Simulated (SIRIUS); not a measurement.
Runs of SIRIUS 7.12.0 on Ta. The structure is cubic, space group Im-3m (No. 229). The conventional cell has a = 3.303 Å, b = 3.303 Å, c = 3.303 Å, α = 90.00°, β = 90.00°, γ = 90.00°. Ta (site symmetry m-3m) is surrounded by 8 Ta at 2.86 Å. 

```csv
task,level,potentials or basis,cutoff (eV),muffin tin radii,basis cutoff (gk_cutoff),valence relativity,local orbitals (radial functions),smallest sphere radius times basis cutoff,V0 of scaled cells (Å³/atom),B0 (GPa)
equation of state,revPBE,"all-electron FP-LAPW, apw+lo standard",170,Ta 2.6 bohr,3.54 1/bohr,iora,Ta 17,9.2,18.47,186
equation of state,PBE,"all-electron FP-LAPW, apw+lo standard",170,Ta 2.6 bohr,3.54 1/bohr,iora,Ta 17,9.2,18.24,193
equation of state,PBE+D4,"all-electron FP-LAPW, apw+lo standard",170,Ta 2.6 bohr,3.54 1/bohr,iora,-,-,17.98,(b)
equation of state,LDA,"all-electron FP-LAPW, apw+lo standard",170,Ta 2.6 bohr,3.54 1/bohr,iora,Ta 17,9.2,17.19,226
equation of state,RPBE,"all-electron FP-LAPW, apw+lo standard",170,Ta 2.6 bohr,3.54 1/bohr,iora,Ta 17,9.2,(a),(c)
equation of state,AM05,"all-electron FP-LAPW, apw+lo standard",170,Ta 2.6 bohr,3.54 1/bohr,iora,Ta 17,9.2,17.55,210
equation of state,PBE,"all-electron FP-LAPW, apw+lo standard",170,Ta 2.6 bohr,3.54 1/bohr,iora,-,-,18.24,193
```

Alike in all rows: no spin polarisation; cell as given; k mesh 11 × 11 × 11; smearing fermi-dirac 0.05 eV.

**Question.** Fill in the values left out.

**Answer.** (a) 18.57; (b) 200; (c) 183.

Not every run made on this cell is shown here.
